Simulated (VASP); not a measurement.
# SnO (Romarchite) (P4/nmm) in VASP: a series of runs

One crystal, SnO (Romarchite), is run at these levels: PBE+D3(BJ), PBE; tasks: relaxation of cell and atoms.

All numbers are computed with VASP 6.6.1; they aren't measurements. Logs are shortened: lines on timing, memory, paths and dates and some standing lists are left out, and cuts for length are marked.

## Step 1: The structure

It takes space group P4/nmm (No. 129, tetragonal). The conventional cell has a = 3.799 Å, b = 3.799 Å, c = 4.841 Å, α = 90.00°, β = 90.00°, γ = 90.00°. Sn (site symmetry 4mm) has 4 O at 2.22 Å as nearest neighbours. O (site symmetry -4m2) is surrounded by 4 Sn at 2.22 Å.

## Step 2: Relaxation of cell and atoms, PBE+D3(BJ)

Contents of INCAR:

```
SYSTEM = SnO
PREC = Accurate
ENCUT = 600
EDIFF = 1E-6
ISMEAR = 0
SIGMA = 0.03
LREAL = .False.
LASPH = .True.
NELM = 80
ALGO = Normal
ISIF = 3
LWAVE = .False.
LCHARG = .False.
GGA = PE
IVDW = 12
IBRION = 2
NSW = 90
EDIFFG = -0.01
KPAR = 2
```

Contents of KPOINTS:

```
regular mesh
0
Gamma
  8 8 6
  0 0 0
```

Contents of POSCAR:

```
SnO
1.0
    3.7986000000      0.0000000000      0.0000000000
    0.0000000000      3.7986000000      0.0000000000
    0.0000000000      0.0000000000      4.8408000000
Sn O
2 2
Direct
    0.5000000000      0.0000000000      0.2369000000
    0.0000000000      0.5000000000      0.7631000000
    0.0000000000      0.0000000000      0.0000000000
    0.5000000000      0.5000000000      0.0000000000
```

Potentials or basis: VASP PAW PBE potentials, release 64 (Sn_d, O).

Launch:

```sh
$ cat potpaw_PBE.64/Sn_d/POTCAR potpaw_PBE.64/O/POTCAR > POTCAR
$ mpirun -np 2 vasp_std > vasp.out
```

OUTCAR:

```text
SYSTEM = SnO
   PREC = Accurate
   ENCUT = 600
   EDIFF = 1E-6
   ISMEAR = 0
   LREAL = .False.
   LASPH = .True.
   NELM = 80
   ISIF = 3
   GGA = PE
   IVDW = 12
   IBRION = 2
   NSW = 90
   EDIFFG = -0.01
 IVDW          = 12

 ion  position               nearest neighbor table
   1  0.500  0.000  0.237-   3 2.22   4 2.22   4 2.22   3 2.22   2 3.53   2 3.53   2 3.53   2 3.53
                             2 3.70   2 3.70   2 3.70   2 3.70
   2  0.000  0.500  0.763-   3 2.22   4 2.22   3 2.22   4 2.22   1 3.53   1 3.53   1 3.53   1 3.53
                             1 3.70   1 3.70   1 3.70   1 3.70
   3  0.000  0.000  0.000-   1 2.22   2 2.22   2 2.22   1 2.22
   4  0.500  0.500  0.000-   1 2.22   2 2.22   1 2.22   2 2.22

  LATTYP: Found a simple tetragonal cell.
 ALAT       =     3.7986000000
 C/A-ratio  =     1.2743642395

  Lattice vectors:

 A1 = (   3.7986000000,   0.0000000000,   0.0000000000)
 A2 = (   0.0000000000,   3.7986000000,   0.0000000000)
 A3 = (   0.0000000000,   0.0000000000,   4.8408000000)

Analysis of symmetry for initial positions (statically):
=====================================================================
 Subroutine PRICEL returns:
 Original cell was already a primitive cell.

 Routine SETGRP: Setting up the symmetry group for a
 simple tetragonal supercell.

 Subroutine GETGRP returns: Found 16 space group operations
 (whereof  8 operations were pure point group operations)
 out of a pool of 16 trial point group operations.

The static configuration has the point symmetry D_2d.
 The point group associated with its full space group is D_4h.

Analysis of symmetry for dynamics (positions and initial velocities):
=====================================================================
 Subroutine PRICEL returns:
 Original cell was already a primitive cell.

 Routine SETGRP: Setting up the symmetry group for a
 simple tetragonal supercell.

 Subroutine GETGRP returns: Found 16 space group operations
 (whereof  8 operations were pure point group operations)
 out of a pool of 16 trial point group operations.

The dynamic configuration has the point symmetry D_2d.
 The point group associated with its full space group is D_4h.

 Subroutine INISYM returns: Found 16 space group operations
 (whereof  8 operations are pure point group operations),
 and found     1 'primitive' translations

----------------------------------------------------------------------------------------

                                     Primitive cell

  volume of cell :      69.8497

  direct lattice vectors                    reciprocal lattice vectors
     3.798600000  0.000000000  0.000000000     0.263254883  0.000000000  0.000000000
     0.000000000  3.798600000  0.000000000     0.000000000  0.263254883  0.000000000
     0.000000000  0.000000000  4.840800000     0.000000000  0.000000000  0.206577425

  length of vectors
     3.798600000  3.798600000  4.840800000     0.263254883  0.263254883  0.206577425

  position of ions in fractional coordinates (direct lattice)
     0.500000000  0.000000000  0.236900000
     0.000000000  0.500000000  0.763100000
     0.000000000  0.000000000  0.000000000
     0.500000000  0.500000000  0.000000000

  ion indices of the primitive-cell ions
   primitive index   ion index
                 1           1
                 2           2
                 3           3
                 4           4

----------------------------------------------------------------------------------------

 KPOINTS: regular mesh

Automatic generation of k-mesh.
 Grid dimensions read from file:
 generate k-points for:    8    8    6

 Generating k-lattice:

  Cartesian coordinates                     Fractional coordinates (reciprocal lattice)
     0.032906860  0.000000000  0.000000000     0.125000000  0.000000000  0.000000000
     0.000000000  0.032906860  0.000000000     0.000000000  0.125000000  0.000000000
     0.000000000  0.000000000  0.034429571     0.000000000  0.000000000  0.166666667

  Length of vectors
     0.032906860  0.032906860  0.034429571

  Shift w.r.t. Gamma in fractional coordinates (k-lattice)
     0.000000000  0.000000000  0.000000000

 Subroutine IBZKPT returns following result:
 ===========================================

 Found     60 irreducible k-points:

 Following reciprocal coordinates:
            Coordinates               Weight
  0.000000  0.000000  0.000000      1.000000
  0.125000  0.000000  0.000000      4.000000
  0.250000  0.000000  0.000000      4.000000
  0.375000  0.000000  0.000000      4.000000
  0.500000  0.000000  0.000000      2.000000
  0.125000  0.125000  0.000000      4.000000
[... 16 lines left out ...]
  0.375000  0.125000  0.166667     16.000000
  0.500000  0.125000  0.166667      8.000000
 [... further k-points ...]
   k-points           NKPTS =     60   k-points in BZ     NKDIM =     60   number of bands    NBANDS=     24
   number of dos      NEDOS =    301   number of ions     NIONS =      4
   total plane-waves  NPLWV =  36000
   dimension x,y,z NGX =    30 NGY =   30 NGZ =   40
   dimension x,y,z NGXF=    60 NGYF=   60 NGZF=   80
   ions per type =               2   2
   NGX,Y,Z   is equivalent  to a cutoff of  13.13, 13.13, 13.74 a.u.
   NGXF,Y,Z  is equivalent  to a cutoff of  26.26, 26.26, 27.47 a.u.
 SYSTEM =  SnO
   PREC   = accura    normal or accurate (medium, high low for compatibility)
   ISTART =      0    job   : 0-new  1-cont  2-samecut
   ICHARG =      2    charge: 1-file 2-atom 10-const
   ISPIN  =      1    spin polarized calculation?
   LNONCOLLINEAR =      F non collinear calculations
   LSORBIT =      F    spin-orbit coupling
   LASPH  =      T    aspherical Exc in radial PAW
   ENCUT  =  600.0 eV  44.10 Ry    6.64 a.u.   7.59  7.59  9.67*2*pi/ulx,y,z
   NELM   =     80;   NELMIN=  2; NELMDL= -5     # of ELM steps
   EDIFF  = 0.1E-05   stopping-criterion for ELM
   LREAL  =      F    real-space projection
   EDIFFG = -.1E-01   stopping-criterion for IOM
   NSW    =     90    number of steps for IOM
   IBRION =      2    ionic relax: 0-MD 1-quasi-New 2-CG
   NFREE  =      1    steps in history (QN), initial steepest desc. (CG)
   ISIF   =      3    stress and relaxation
   ISYM   =      2    0-nonsym 1-usesym 2-fastsym
   POTIM  = 0.5000    time-step for ionic-motion
   TEBEG  =    0.0;   TEEND  =   0.0 temperature during run
   PSTRESS=    0.0 pullay stress
   NELECT =      40.0000    total number of electrons
   NUPDOWN=      -1.0000    fix difference up-down
   EMIN   =  10.00;   EMAX   =-10.00  energy-range for DOS
   EFERMI =   0.00;   METHOD = LEGACY
   ISMEAR =     0;   SIGMA  =   0.03  broadening in eV -4-tet -1-fermi 0-gaus
   EFERMI_NEDOS =   21; number of points for ismear=-14 and -15
   IALGO  =     38    algorithm
   IMIX   =      4    mixing-type and parameters
     AMIX     =   0.40;   BMIX     =  1.00
     AMIX_MAG =   1.60;   BMIX_MAG =  1.00
  volume/ion in A,a.u.               =      17.46       117.84
  Fermi-wavevector in a.u.,A,eV,Ry     =   1.359482  2.569048 25.146163  1.848191
  Thomas-Fermi vector in A             =   2.486226
   LORBIT       =      0    0 simple, 1 ext, 2 COOP (PROOUT), +10 PAW based schemes
   GGA     = PE    functional components
   LHFCALC =     F    Hartree Fock is set to
   AEXX    =    0.0000 exact exchange contribution
   IVDW    =    12    specifies the selected vdW correction
   LEPSILON=     F    determine dielectric tensor
   LRPA    =     F    only Hartree local field effects (RPA)
 conjugate gradient relaxation of ions
 non-spin polarized calculation
 Gauss-broadening in eV      SIGMA  =   0.03
  energy-cutoff  :      600.00
  volume of cell :       69.85
 maximum number of plane-waves:      2354
   NGX = 15   NGY = 15   NGZ = 19

--------------------------------------- Ionic step        1  -------------------------------------------

 number of electron      40.0000023 magnetization

 Free energy of the ion-electron system (eV)
  ---------------------------------------------------
  ext. energy  EPLUGINS =         0.00000000
  ---------------------------------------------------
  free energy    TOTEN  =       -22.66411998 eV

  energy without entropy =      -22.66407354  energy(sigma->0) =      -22.66409676

------------------------ aborting loop because EDIFF is reached ----------------------------------------

 Edisp (eV)   -0.94143

 E8    (eV) :    -0.4083

  FORCE on cell =-STRESS in cart. coord.  units (eV):
  Direction    XX          YY          ZZ          XY          YZ          ZX
  --------------------------------------------------------------------------------------
  -------------------------------------------------------------------------------------
  Total       1.41068     1.41068     0.90503     0.00000     0.00000     0.00000
  in kB      32.35753    32.35753    20.75906     0.00000     0.00000     0.00000
  external pressure =       28.49 kB  Pullay stress =        0.00 kB
[... 103 lines left out ...]
  FREE ENERGIE OF THE ION-ELECTRON SYSTEM (eV)
  ---------------------------------------------------
  free  energy   TOTEN  =       -23.6277497703 eV

  energy  without entropy=      -23.6277091805  energy(sigma->0) =      -23.62772948

[... ionic steps 4 to 12 ...]

--------------------------------------- Ionic step       13  -------------------------------------------

 number of electron      40.0000017 magnetization

------------------------ aborting loop because EDIFF is reached ----------------------------------------

 Edisp (eV)   -0.94691

 E8    (eV) :    -0.4109
[... 73 lines left out ...]
  energy  without entropy=      -23.6333266515  energy(sigma->0) =      -23.63343515

--------------------------------------- Ionic step       15  -------------------------------------------

 number of electron      40.0000017 magnetization

 Free energy of the ion-electron system (eV)
  ---------------------------------------------------
  ext. energy  EPLUGINS =         0.00000000
  ---------------------------------------------------
  free energy    TOTEN  =       -22.68688916 eV

  energy without entropy =      -22.68667059  energy(sigma->0) =      -22.68677988

 E-fermi :   7.1662     XC(G=0): -10.3242

 val. band max:        7.1569458770   @ k =   0.1250   0.0000   0.0000
 cond. band min:       7.1726664486   @ k =   0.0000   0.0000   0.0000
 fundamental gap:      0.0157205716
 Fermi energy:         7.1662078007

 k-point     1 :       0.0000    0.0000    0.0000
  band No.  band energies     occupation
      1     -14.7562      2.00000
      2     -14.3706      2.00000
      3     -14.3706      2.00000
      4     -14.3592      2.00000
      5     -14.3310      2.00000
      6     -14.3233      2.00000
[... 637 lines left out ...]
     23      12.1445      0.00000
     24      12.1445      0.00000

 [... further k-points ...]

------------------------ aborting loop because EDIFF is reached ----------------------------------------

 Edisp (eV)   -0.94668

 E8    (eV) :    -0.4108

  FORCE on cell =-STRESS in cart. coord.  units (eV):
  Direction    XX          YY          ZZ          XY          YZ          ZX
  --------------------------------------------------------------------------------------
  -------------------------------------------------------------------------------------
  Total      -0.01917    -0.01917     0.01802     0.00000     0.00000     0.00000
  in kB      -0.44168    -0.44168     0.41517     0.00000     0.00000     0.00000
  external pressure =       -0.16 kB  Pullay stress =        0.00 kB
[... 19 lines left out ...]
  FREE ENERGIE OF THE ION-ELECTRON SYSTEM (eV)
  ---------------------------------------------------
  free  energy   TOTEN  =       -23.6335642324 eV

  energy  without entropy=      -23.6333456556  energy(sigma->0) =      -23.63345494

 reached required accuracy - stopping structural energy minimisation
```

Wall time 4.3 min (2 MPI ranks of AMD EPYC 9R45 (Zen 5), shared host); peak memory 0.25 GiB.

What came out:

```
Free energy                            : -23.6336 eV
Relaxed volume                         : 17.39 Å³/atom
Relaxed cell                           : a = 3.835 Å, b = 3.835 Å, c = 4.728 Å, α = 90.00°, β = 90.00°, γ = 90.00°
Space group after relaxing (to 0.05 Å) : P4/nmm (No. 129)
Energy gained by relaxing              : 7.0 meV/atom
Ionic steps                            : 15
Pressure after relaxing                : 0.0 GPa
Largest force after relaxing           : 0.004 eV/Å
Band gap on the k mesh                 : none (metal or under the smearing width)
Dispersion energy per atom             : -0.237 eV
```

Forces on the atoms (eV/Å):
```
Sn   0.000  0.000 -0.004
Sn   0.000  0.000  0.004
O    0.000  0.000  0.000
O    0.000  0.000  0.000
```

Stress tensor (GPa, compression positive):
```
-0.04  0.00  0.00
 0.00 -0.04  0.00
 0.00  0.00  0.04
```

The path:
```
step  energy change (eV)  largest force (eV/Å)  pressure (GPa)  volume (Å³)
   1              0.0000                0.5986            2.85        69.85
   2              0.0007                0.5050           -2.93        73.04
   3             -0.0222                0.0328           -0.21        71.39
   4             -0.0222                0.0443           -0.09        71.36
   5             -0.0234                0.0545           -0.12        71.24
   6             -0.0256                0.0856           -0.12        70.88
   7             -0.0239                0.1446           -0.08        70.13
   8             -0.0259                0.1072           -0.12        70.66
   9             -0.0269                0.0494           -0.19        70.42
  10             -0.0275                0.0452           -0.41        69.97
  11             -0.0279                0.0041            0.09        69.37
  12             -0.0280                0.0122           -0.01        69.50
  13             -0.0280                0.0142           -0.05        69.53
  14             -0.0280                0.0153           -0.02        69.52
  15             -0.0280                0.0041           -0.02        69.55
```

Final structure:
```
Sn O
1.0
     3.83538    0.00000    0.00000
     0.00000    3.83538    0.00000
     0.00000    0.00000    4.72805
Sn O
2 2
Direct
  0.50000 0.00000 0.24596
  0.00000 0.50000 0.75404
  0.00000 0.00000 0.00000
  0.50000 0.50000 0.00000
```

Levels at points of the mesh, in eV from the Fermi level:
```csv
k point,band 16,band 17,band 18,band 19,band 20,band 21,band 22,band 23,band 24
"(0.00, 0.00, 0.00)",-6.08,-3.33,-3.03,-3.03,0.01,2.21,4.48,4.48,4.80
"(0.50, 0.00, 0.00)",-4.80,-4.67,-4.67,-2.69,-2.69,3.33,3.33,5.78,5.78
"(0.50, 0.50, 0.00)",-4.91,-2.38,-2.38,-1.86,-1.86,-0.06,-0.06,4.56,4.56
"(0.00, 0.00, 0.50)",-3.42,-3.04,-3.04,-2.94,-2.08,1.75,2.77,2.77,3.54
"(0.50, 0.00, 0.50)",-5.33,-4.62,-4.62,-1.67,-1.67,2.74,2.74,5.24,5.24
"(0.50, 0.50, 0.50)",-5.47,-2.77,-2.77,-2.38,-2.38,2.32,2.32,4.30,4.30
```

Caveat: pairwise dispersion overbinds metals, which lowers pressure and volume.

[end of part 1 of 2]
